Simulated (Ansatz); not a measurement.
Zone-centre phonons of TiC at -7.8 GPa: input and output

Theory: DFT PBE, scalar-relativistic, plane waves, PAW (Ansatz 0.2.0).

Launched with:
```bash
ansatz run input.yaml --threads 1 --pin off --max-ram 1228MiB --backend cpu --events-out ev --progress --plain --runs-dir out
```

Input (bare energies are in eV):
```yaml
crystal:
  lattice:
    - [0.0, 2.4057, 2.4057]
    - [2.4057, 0.0, 2.4057]
    - [2.4057, 2.4057, 0.0]
  atoms:
    - { symbol: Ti, position: [0.0, 0.0, 0.0] }
    - { symbol: C, position: [0.25, 0.25, 0.25] }
basis:
  ecutwfc: 420
kpoints:
  mp_grid: { grid: [12, 12, 12] }
hamiltonian:
  xc: pbe
scf:
  occupations: { method: fixed }
output:
  eigenvalues: true
phonons:
  method: dfpt
  dielectric: true
  rigid_motions: translations
  eigenvectors: true
```

Results section of the output:
```
--- Phonons (Γ-DFPT): 2 representative perturbations + reference, on 280 of 1728 k-points (Σ response iterations 6) ---
  k mesh reduced under 4 symmetry operations, with k and −k counted as one. Each operation leaves every solved perturbation unchanged. A smaller set is not considered because the run solves the response ...
  ASR residual: 8.639e-5 → 0.000e0 eV/Å²; symmetrization residual: 1.206e-6 eV/Å²
  ASR residual per site (eV/Å²): 8.64e-5 3.90e-5
  Γ frequencies (cm⁻¹): 0.00 0.00 0.00 499.30 499.30 499.30
  ε∞ (high-frequency dielectric tensor):
       20.016355     0.000000     0.000000
        0.000000    20.016355    -0.000000
        0.000000    -0.000000    20.016355
  ε⁰ (static dielectric tensor: ions relaxed, cell fixed):
       35.526734     0.000000     0.000000
        0.000000    35.526734     0.000000
        0.000000     0.000000    35.526734
  ε⁰ − ε∞ (ionic part):
       15.510379    -0.000000     0.000000
       -0.000000    15.510379     0.000000
        0.000000     0.000000    15.510379
  softest optical mode at Γ: 499.30 cm⁻¹; the repairs (sum rule, projections) moved no ω² at Γ by more than (1.02 cm⁻¹)²
  Born effective charges Z* (e; rows j = field, columns β = displacement):
    site 0:
         4.58371   -0.00000    0.00000
        -0.00000    4.58371    0.00000
         0.00000    0.00000    4.58371
    site 1:
        -4.58371    0.00000   -0.00000
         0.00000   -4.58371   -0.00000
        -0.00000   -0.00000   -4.58371
  Z* charge neutrality: 1.203e-3 e pre-enforcement
  solved inside a basis spanned on kpoints, on 12×12×12 k-points, its susceptibility summed on 16×16×16: ε∞ is read to err by 6.9e-2, Z* by 2.3e-2 e (field_mesh: kpoints solves on kpoints); Z* is corrected for ...
  optical modes at Γ without the LO–TO term, one row a degenerate level:
      ω (cm⁻¹) modes IR ((D/Å)²/amu)
        499.30      3           151.4498
  optical modes at Γ + LO–TO along q̂ = [1.0000, 0.0000, 0.0000]:
      ω (cm⁻¹) modes IR ((D/Å)²/amu)
        499.30      2           100.9665
        665.20      1            50.4833
  optical modes at Γ + LO–TO along q̂ = [0.0000, 1.0000, 0.0000]:
      ω (cm⁻¹) modes IR ((D/Å)²/amu)
        499.30      2           100.9665
        665.20      1            50.4833
  optical modes at Γ + LO–TO along q̂ = [0.0000, 0.0000, 1.0000]:
      ω (cm⁻¹) modes IR ((D/Å)²/amu)
        499.30      2           100.9665
        665.20      1            50.4833
```

The cell is the ideal cubic zincblende prototype; this isn't the usual structure of the compound.